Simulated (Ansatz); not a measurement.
Runs of Ansatz 0.2.0 on Cu. The structure is orthorhombic, space group Cmcm (No. 63). Conventional cell: a = 2.437 Å, b = 7.953 Å, c = 2.475 Å, α = 90.00°, β = 90.00°, γ = 90.00°. Around Cu (site symmetry m2m) lie 10 Cu at 2.44 to 2.54 Å. This isn't the form of Cu at room conditions, which is fcc.

```csv
task,level,cell,gap on the mesh (eV),pressure (GPa),relaxed volume (Å³/atom)
relaxation of cell and atoms,PBE,relaxed,none,0.0,(a)
relaxation of cell and atoms,PBE+D3(BJ),relaxed,none,0.0,11.88
single point,PBE,as given,none,6.6,-
relaxation of cell and atoms,PBE+D4,relaxed,none,0.0,11.98
```

Alike in all rows: potentials or basis Ansatz PAW; no spin polarisation; k mesh 11 × 11 × 11; cutoff (eV) 420; smearing fermi-dirac 0.05 eV.

Task: Fill in the values left out.

Result: (a) 12.57.

Caveats: the plane-wave basis is chosen anew once the cell has moved, so the energies of steps on either side of that aren't comparable (some runs); pairwise dispersion overbinds metals, which lowers pressure and volume (some runs).

A gap of «none» marks a metal or a gap under the smearing width.
